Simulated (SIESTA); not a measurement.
The system is YN.

```
CELL_PARAMETERS angstrom
0.00000 2.43850 2.43850
2.43850 0.00000 2.43850
2.43850 2.43850 0.00000
ATOMIC_POSITIONS crystal
Y 0.00000 0.00000 0.00000
N 0.50000 0.50000 0.50000
```

Base run:

```yaml
Program: SIESTA 5.4.2
Functional: PBEsol
Potentials_or_basis: PseudoDojo 0.4 standard (PBEsol files)
Basis: DZP (energy shift 0.003 Ry; two zetas on semicore shells)
Grid_cutoff: 800 Ry
Energy_shift: 0.003 Ry
k_mesh: 9 × 9 × 9
Occupations: fermi-dirac, width 0.05 eV
Spin: no spin polarisation
```

Its results: band gap on the k mesh none (metal or under the smearing width); pressure -0.4 GPa.

Question: The run is repeated on the same cell with these changes: functional from PBEsol to LDA; potentials or basis from PseudoDojo 0.4 standard (PBEsol files) to PseudoDojo 0.4 standard (LDA files). What comes out?

Answer: Band gap on the k mesh none (metal or under the smearing width); pressure -4.2 GPa.

Caveats: the basis of atomic orbitals isn't converged, which shifts pressures, moduli and gaps.
